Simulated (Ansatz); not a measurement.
# Structure types of P compared at 120 GPa

Structure types of P are relaxed in primitive cells with their symmetry kept at 120 GPa, first on PAW files, then by LAPW. The enthalpy is E + pV at zero temperature, without zero-point motion. Only the types listed were tried, and differences under about 5 meV/atom are mesh noise. The real phase may be another.

Computed with Ansatz 0.2.0; functional PBE, scalar-relativistic. Settings: Fermi–Dirac smearing of 0.08 eV, no spin polarisation. Methods: LAPW: all electrons, basis error target 0.5 meV/atom; PAW: frozen-core files, cutoff 420 eV.

k meshes: fcc 20×20×20, bcc 20×20×20, hcp 19×19×10, diamond 15×15×15, simple hexagonal 19×19×18, beta tin 19×19×19.

Task: Order the types by LAPW enthalpy, lowest first.
A. simple hexagonal
B. beta tin
C. bcc
D. fcc
E. hcp
F. diamond

Result: A (0 meV/atom), B (42 meV/atom), C (64 meV/atom), E (211 meV/atom), D (306 meV/atom), F (2033 meV/atom).

```
      start type                   ends as          a, b, c (Å)  V (Å³/atom)  H − H(lowest), LAPW (meV/atom)  same, PAW
             fcc                fcc, Fm-3m  3.284, 3.284, 3.284         8.86                           306.2      304.2
             bcc                bcc, Im-3m  2.608, 2.608, 2.608         8.87                            63.7       62.0
             hcp             hcp, P6_3/mmc  2.308, 2.308, 3.807         8.78                           210.5      208.4
         diamond            diamond, Fd-3m  4.446, 4.446, 4.446        10.98                          2033.0     2041.0
simple hexagonal  simple hexagonal, P6/mmm  2.220, 2.220, 2.096         8.95                             0.0        0.0
        beta tin        beta tin, I4_1/amd  4.087, 4.087, 2.163         9.03                            42.4       42.8
```

Task: Split the lead of simple hexagonal over beta tin into energy and pV.

Result: For beta tin less simple hexagonal: ΔE = -19.1 meV/atom, and p·ΔV = 120 GPa × +0.0821 Å³ × 6.242 meV/(GPa·Å³) = +61.5 meV/atom, together 42.4 meV/atom. simple hexagonal wins by its smaller volume, against the internal energy.
